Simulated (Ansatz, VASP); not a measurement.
**Ge: VASP beside Ansatz**

Contents of INCAR:

```
SYSTEM = Ge
PREC     = Accurate       ! precision mode
ENCUT    = 520            ! plane-wave cutoff, eV
EDIFF    = 1E-7           ! SCF threshold, eV
ISMEAR   = 0              ! smearing method
SIGMA    = 0.1            ! smearing width, eV
LREAL    = .False.        ! projectors in reciprocal space
LASPH    = .True.         ! aspherical terms in the spheres
NELM     = 100            ! most SCF steps
ALGO     = Normal         ! electronic algorithm
ISIF     = 2              ! what is computed and relaxed
LWAVE    = .False.        ! write WAVECAR
LCHARG   = .False.        ! write CHGCAR
GGA      = PE             ! functional
NBANDS   = 21             ! bands
```

Contents of KPOINTS:

```
Automatic mesh
0
Gamma
  14 14 14
  0 0 0
```

Contents of POSCAR:

```
Ge
1.0
   -2.5663422798      2.6463565329      1.5926528662
    2.4967365671     -2.6463565329      1.4717515671
    2.5663422798      2.6463565329     -1.5926528662
Ge
2
Direct
    0.2207739001      0.9483944613      0.2276205611
    0.7792260999      0.0516055387      0.7723794389
```

Input for Ansatz:

```yaml
crystal:
  lattice:
    - [-2.5663422798, 2.6463565329, 1.5926528662]
    - [2.4967365671, -2.6463565329, 1.4717515671]
    - [2.5663422798, 2.6463565329, -1.5926528662]
  atoms:
    - { symbol: Ge, position: [0.2207739001, 0.9483944613, 0.2276205611] }
    - { symbol: Ge, position: [0.7792260999, 0.0516055387, 0.7723794389] }
basis:
  ecutwfc: 420
kpoints:
  mp_grid: { grid: [14, 14, 14] }
hamiltonian:
  xc: pbe
scf:
  occupations: { method: gaussian, width: 0.1 }
output:
  forces: true
  stress: true
  eigenvalues: true
```

Alike in both runs: task single point; functional PBE; k mesh 14 × 14 × 14; occupations gaussian, width 0.1 eV; no spin polarisation.

```csv
,VASP,Ansatz
version,VASP 6.6.1,Ansatz 0.2.0
potentials or method,"VASP PAW PBE potentials, release 64 (Ge_d)","scalar-relativistic, plane waves, PAW"
plane-wave cutoff (eV),520,420
valence electrons in the cell,28,28
```

```tsv
	VASP	Ansatz	Ansatz less VASP
gap on the k mesh at the Fermi level (eV)	none	none	-
pressure (GPa)	-1.9	-1.9	0.00
largest component of the traceless stress (GPa)	2.40	2.40	-0.002
rms of the force components (eV/Å)	0.107	0.105	-0.0018
```

Atom by atom the forces differ by 0.002 eV/Å (rms over components). A gap of «none» marks a metal or a gap that the smearing closes.
